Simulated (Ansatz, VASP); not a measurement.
## One calculation of K, two programs

File INCAR:

```
SYSTEM = K
PREC     = Accurate       ! precision mode
ENCUT    = 520            ! plane-wave cutoff, eV
EDIFF    = 1E-6           ! SCF threshold, eV
ISMEAR   = 0              ! smearing method
SIGMA    = 0.15           ! smearing width, eV
LREAL    = .False.        ! projectors in reciprocal space
LASPH    = .True.         ! aspherical terms in the spheres
NELM     = 80             ! most SCF steps
ALGO     = Fast           ! electronic algorithm
ISIF     = 2              ! what is computed and relaxed
LWAVE    = .False.        ! write WAVECAR
LCHARG   = .True.         ! write CHGCAR
GGA      = PS             ! functional
LELF     = .True.         ! ELF
LVHAR    = .True.       
NBANDS   = 10             ! bands
```

File KPOINTS:

```
Automatic mesh
0
Gamma
  12 12 12
  0 0 0
```

POSCAR

```
K
1.0
    4.3133009674      0.1120337914      0.1120337914
    0.1120337914      4.3133009674      0.1120337914
    0.1120337914      0.1120337914      4.3133009674
K
1
Direct
    0.0000000000      0.0000000000      0.0000000000
```

Input for Ansatz:

```yaml
crystal:
  lattice:
    - [4.3133009674, 0.1120337914, 0.1120337914]
    - [0.1120337914, 4.3133009674, 0.1120337914]
    - [0.1120337914, 0.1120337914, 4.3133009674]
  atoms:
    - { symbol: K, position: [0.0, 0.0, 0.0] }
basis:
  ecutwfc: 420
kpoints:
  mp_grid: { grid: [12, 12, 12] }
hamiltonian:
  xc: pbesol
scf:
  occupations: { method: gaussian, width: 0.15 }
output:
  forces: true
  stress: true
  eigenvalues: true
```

Alike in both runs: task single point; functional PBEsol; k mesh 12 × 12 × 12; occupations gaussian, width 0.15 eV; no spin polarisation.

|  | VASP | Ansatz |
| --- | --- | --- |
| version | VASP 6.6.1 | Ansatz 0.2.0 |
| potentials or method | VASP PAW PBE potentials, release 64 (K_sv) | scalar-relativistic, plane waves, PAW |
| plane-wave cutoff (eV) | 520 | 420 |
| valence electrons in the cell | 9 | 9 |

```tsv
	VASP	Ansatz	Ansatz less VASP
gap on the k mesh at the Fermi level (eV)	none	none	-
pressure (GPa)	-0.2	-0.1	+0.01
largest component of the traceless stress (GPa)	0.07	0.07	0.000
```

A gap of «none» marks a metal or a gap that the smearing closes. The functional is the same, so the differences come from potentials, cutoffs and numerics.

Caveats: the PAW data sets were made with another functional, which shifts forces and pressure a little (VASP).
